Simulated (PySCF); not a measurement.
C₄H₉NO.
SMILES: `C1COCCN1`

The closed-shell ground state was solved at several levels (PySCF, density fitting, gas phase, non-relativistic). The structure is a single PBE0-D3(BJ)/def2-SVP conformer in the gas phase; no vibrational or solvent corrections.

```tsv
level	basis functions	HOMO (eV)	LUMO (eV)	gap (eV)	dipole (D)
PBE0/pcSseg-0	72	-5.90	1.97	7.87	1.50
PBE0/cc-pVDZ	129	-5.95	1.84	7.79	1.17
PBE0/aug-cc-pVDZ	219	-6.20	-0.08	6.12	1.18
HF/pcJ-1	252	-9.68	4.31	13.99	1.40
PBE0/IGLO-III	300	-6.21	0.72	6.93	1.19
```

Q: What might PBE0/cc-pVTZ (306 basis functions) give for the same quantities?

A: HOMO -6.13 eV, LUMO 1.21 eV, gap 7.34 eV, dipole 1.16 D.

Q: Over all these levels, which gives the widest orbital gap and which the narrowest?

A: HF/pcJ-1 (Hartree–Fock, all exact exchange) has the widest, 13.99 eV, and PBE0/aug-cc-pVDZ (global hybrid, 25 % exact exchange) the narrowest, 6.12 eV. Functional and basis both differ between the two, so the spread mixes both effects.

Q: How much does the basis alone move the frontier levels among the 5 PBE0 rows (the withheld one included)?

A: The HOMO by 0.31 eV and the LUMO by 2.05 eV. By rising basis size (HOMO, LUMO in eV): pcSseg-0 -5.90, 1.97; cc-pVDZ -5.95, 1.84; aug-cc-pVDZ -6.20, -0.08; IGLO-III -6.21, 0.72; cc-pVTZ -6.13, 1.21.

Q: How far do the dipole and the HOMO energy spread over the levels?

A: The dipole runs from 1.16 to 1.50 D (mean 1.27 D) and the HOMO from -9.68 to -5.90 eV.
